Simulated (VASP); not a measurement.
Runs of VASP 6.6.1 on Os. Symmetry: Fm-3m, No. 225, cubic system. Conventional cell: a = 3.826 Å, b = 3.826 Å, c = 3.826 Å, α = 90.00°, β = 90.00°, γ = 90.00°. Around Os (site symmetry m-3m) lie 12 Os at 2.71 Å. This isn't the form of Os at room conditions, which is hcp.

```csv
task,level,potentials or basis,cell,k mesh,cutoff (eV),mesh quality,gap on the mesh (eV),pressure (GPa),relaxed volume (Å³/atom)
relaxation of cell and atoms,PBEsol,"VASP PAW PBE potentials, release 64 (Os)",relaxed,18 × 18 × 18,580,not flagged,none,0.0,13.96
relaxation of cell and atoms,RPBE,"VASP PAW PBE potentials, release 64 (Os)",relaxed,18 × 18 × 18,600,not flagged,none,0.0,14.47
relaxation of cell and atoms,PBE+D3(BJ),"VASP PAW PBE potentials, release 64 (Os)",relaxed,18 × 18 × 18,600,not flagged,none,0.0,14.07
relaxation of cell and atoms,PBEsol,"VASP PAW PBE potentials, release 64 (Os)",relaxed,18 × 18 × 18,600,not flagged,none,0.0,13.96
single point,PBEsol,"VASP PAW PBE potentials, release 64 (Os)",as given,18 × 18 × 18,520,not flagged,none,-1.3,-
relaxation of cell and atoms,LDA,"VASP PAW LDA potentials, release 64 (Os)",relaxed,18 × 18 × 18,600,not flagged,none,0.0,(a)
relaxation of cell and atoms,PBEsol,"VASP PAW PBE potentials, release 64 (Os)",relaxed,6 × 6 × 6,600,coarse,none,0.0,-
```

Alike in all rows: no spin polarisation; smearing gaussian 0.1 eV.

**Question.** Estimate the missing entries.

**Answer.** (a) 13.78.

Caveats: some runs use coarse meshes; the PAW data sets were made with another functional, which shifts forces and pressure a little (some runs); pairwise dispersion overbinds metals, which lowers pressure and volume (some runs); the relaxation stopped at its first step, so nothing moved (some runs).

A k mesh can miss the band edges, and the runs leave out spin-orbit coupling on Os.

A gap of «none» marks a metal or a gap under the smearing width.
